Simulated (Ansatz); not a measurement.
**La: pressure up to the limit of the methods**

The task here is to estimate one member of a computed series from the others.

Computed with Ansatz 0.2.0 (DFT PBE, with the methods named in each step, unless a step's input says otherwise).

**Starting point**

It takes space group P6/mmm (No. 191, hexagonal). Conventional cell: a = 3.626 Å, b = 3.626 Å, c = 3.409 Å, α = 90.00°, β = 90.00°, γ = 120.00°. La (site symmetry 6/mmm) is surrounded by 8 La at 3.41 to 3.63 Å.

As a file:

```
CELL_PARAMETERS angstrom
3.62629 0.00000 0.00000
-1.81314 3.14046 0.00000
0.00000 0.00000 3.40871
ATOMIC_POSITIONS crystal
La 0.00000 0.00000 0.00000
```

Whether this phase is the stable one at these pressures isn't tested.

The first run:

File input.yaml:

```yaml
crystal:
  lattice:
    - [3.6262864059, 0.0, 0.0]
    - [-1.813143203, 3.1404561489, 0.0]
    - [0.0, 0.0, 3.4087092216]
  atoms:
    - { symbol: La, position: [0.0, 0.0, 0.0] }
kpoints:
  mp_grid: { grid: [12, 12, 11] }
scf:
  occupations: { method: fermi_dirac, width: 0.08 }
hamiltonian:
  xc: pbe
  pseudopotentials: { kind: paw }
output:
  forces: true
  stress: true
  write_density: true
  write_potential: true
  elf: true
  volumetric_format: npy
relax:
  f_tol: 0.005
  max_steps: 40
  cell: {}
```

Started as:

```
ansatz run input.yaml --threads 1 --pin off --max-ram 2048MiB --backend cpu --events-out ev --progress --plain --runs-dir out
```

Steps of the session up to this table: Cell relaxed at zero pressure, PAW; Volume scaled by 1, PAW; Shape and atoms relaxed at 0.9 of the volume, PAW; Volume scaled by 0.9, PAW; Shape and atoms relaxed at 0.8 of the volume, PAW; Volume scaled by 0.8, PAW; Shape and atoms relaxed at 0.7 of the volume, PAW; Volume scaled by 0.7, PAW; Shape and atoms relaxed at 0.6 of the volume, PAW; Volume scaled by 0.6, PAW; Shape and atoms relaxed at 0.5 of the volume, PAW; Volume scaled by 0.5, PAW; Shape and atoms relaxed at 0.4 of the volume, PAW; Volume scaled by 0.4, PAW; Volume scaled by 0.4, PAW (source ansatz).

One of the session's tables, all rows but one given; the rest of the session is left out.

| method | volume over the first | volume (Å³/atom) | pressure (GPa) |
| --- | --- | --- | --- |
| PAW | 1 | 36.948 | 0.00 |
| PAW | 0.9 | 33.253 | 3.06 |
| PAW | 0.8 | ? | ? |
| PAW | 0.7 | 25.863 | 14.56 |
| PAW | 0.6 | 22.169 | 30.06 |
| PAW | 0.5 | 18.474 | 66.45 |
| PAW | 0.4 | 14.779 | 168.00 |
| PAW (source ansatz) | 0.4 | 14.779 | 168.56 |

Q: Estimate the row for PAW, 0.8 from the others.

**Answer.** volume (Å³/atom): 29.558; pressure (GPa): 7.60. In the column «volume (Å³/atom)» it lies between PAW, 0.7 (25.863) and PAW, 0.9 (33.253).
